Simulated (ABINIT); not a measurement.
PbS (Galena):

```xyz
2
Lattice="0.0000 2.9657 2.9657 2.9657 0.0000 2.9657 2.9657 2.9657 0.0000" Properties=species:S:1:pos:R:3 pbc="T T T"
Pb    0.0000    0.0000    0.0000
S     2.9657    2.9657    2.9657
```

Base run:

| Quantity | Value |
| --- | --- |
| Program | ABINIT 10.8.3 (patched build) |
| Functional | HSE06 |
| Potentials or basis | SPMS NC PBE v1.0 |
| Cutoff | 490 eV |
| k mesh | 6 × 6 × 6 |
| Occupations | fermi-dirac, width 0.05 eV |
| Spin | no spin polarisation |

Its results: band gap on the k mesh 0.41 eV, direct.

The run is repeated on the same cell with these changes: share of exact exchange from 0.05 to 0.15. What comes out?

Band gap on the k mesh 0.52 eV, direct.

Caveats: exact exchange is summed on a coarse mesh, which widens gaps by tenths of an eV; Libxc's HSE differs a little from that of other programs; spin-orbit coupling is left out, which as a rule narrows the gap of such compounds by several tenths of an eV.

A k mesh can miss the band edges.
